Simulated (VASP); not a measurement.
Wanted: the native input for a VASP 6.6.1 run.

```
Task                   : band structure
Functional             : RPBE
Potentials or basis    : VASP PAW PBE potentials, release 64 (Zn, P, Si)
Cutoff                 : 520 eV
k mesh                 : 5 × 5 × 5
Occupations            : fermi-dirac, width 0.05 eV
Spin                   : no spin polarisation
Further INCAR settings : ALGO = Normal; EDIFF = 1e-07
```

ZnSiP2:

```
Zn P Si
1.0
    -2.68670    2.68670    5.23003
     2.68670   -2.68670    5.23003
     2.68670    2.68670   -5.23003
Zn P Si
2 4 2
Direct
  0.75000 0.25000 0.50000
  0.00000 0.00000 0.00000
  0.14230 0.62500 0.01730
  0.60770 0.12500 0.98270
  0.87500 0.85770 0.48270
  0.37500 0.39230 0.51730
  0.25000 0.75000 0.50000
  0.50000 0.50000 0.00000
```

The cell is a database's computed one.

One way to write it, as run:

POSCAR

```
ZnSiP2
1.0
   -2.6867032364      2.6867032364      5.2300306318
    2.6867032364     -2.6867032364      5.2300306318
    2.6867032364      2.6867032364     -5.2300306318
Zn P Si
2 4 2
Direct
    0.7500000000      0.2500000000      0.5000000000
    0.0000000000      0.0000000000      0.0000000000
    0.1423012000      0.6250000000      0.0173012000
    0.6076988000      0.1250000000      0.9826988000
    0.8750000000      0.8576988000      0.4826988000
    0.3750000000      0.3923012000      0.5173012000
    0.2500000000      0.7500000000      0.5000000000
    0.5000000000      0.5000000000      0.0000000000
```

INCAR.step1

```
  ALGO = Normal
  EDIFF = 1E-7
  ENCUT = 520
  GGA = RP
  ISIF = 2
  ISMEAR = -1
  LASPH = T
  LCHARG = T
  LREAL = F
  LWAVE = F
  NELM = 100
  PREC = Accurate
  SIGMA = 0.05
```

KPOINTS.step1

```
k-points
0
Gamma
  5 5 5
```

INCAR.step2

```
  ALGO = Normal
  EDIFF = 1E-7
  ENCUT = 520
  GGA = RP
  ICHARG = 11
  ISIF = 2
  ISMEAR = 0
  LASPH = T
  LCHARG = F
  LREAL = F
  LWAVE = F
  NELM = 100
  PREC = Accurate
  SIGMA = 0.05
```

KPOINTS.step2

```
path GXYSGZS1NPY1Z,XP
20
line-mode
reciprocal
 0.0000000000  0.0000000000  0.0000000000  G
 0.0000000000  0.0000000000  0.5000000000  X

 0.0000000000  0.0000000000  0.5000000000  X
-0.1319474302  0.1319474302  0.5000000000  Y

-0.1319474302  0.1319474302  0.5000000000  Y
-0.3159737151  0.3159737151  0.3159737151  S

-0.3159737151  0.3159737151  0.3159737151  S
 0.0000000000  0.0000000000  0.0000000000  G

 0.0000000000  0.0000000000  0.0000000000  G
 0.5000000000  0.5000000000 -0.5000000000  Z

 0.5000000000  0.5000000000 -0.5000000000  Z
 0.3159737151  0.6840262849 -0.3159737151  S1

 0.3159737151  0.6840262849 -0.3159737151  S1
 0.0000000000  0.5000000000  0.0000000000  N

 0.0000000000  0.5000000000  0.0000000000  N
 0.2500000000  0.2500000000  0.2500000000  P

 0.2500000000  0.2500000000  0.2500000000  P
 0.5000000000  0.5000000000 -0.1319474302  Y1

 0.5000000000  0.5000000000 -0.1319474302  Y1
 0.5000000000  0.5000000000 -0.5000000000  Z

 0.0000000000  0.0000000000  0.5000000000  X
 0.2500000000  0.2500000000  0.2500000000  P
```

Potentials or basis: VASP PAW PBE potentials, release 64 (Zn, P, Si).

Command:

```sh
$ cat potpaw_PBE.64/Zn/POTCAR potpaw_PBE.64/P/POTCAR potpaw_PBE.64/Si/POTCAR > POTCAR
$ cp INCAR.step1 INCAR
$ cp KPOINTS.step1 KPOINTS
$ mpirun -np 1 vasp_std > vasp.out
$ cp INCAR.step2 INCAR
$ cp KPOINTS.step2 KPOINTS
$ mpirun -np 1 vasp_std > vasp.out
```

Results of the run:

```yaml
Band_gap_on_the_k_mesh: 1.38 eV, direct
Band_gap_along_the_path: 1.38 eV, direct
```

Caveat: the log is that of the step along the path at fixed density, whose energy, stress, charges and moments have no meaning.

Run time: 12 min on 1 thread of Intel(R) Xeon(R) Platinum 8259CL CPU @ 2.50GHz (Skylake/Cascade Lake), on a shared host, peak memory 0.96 GiB.
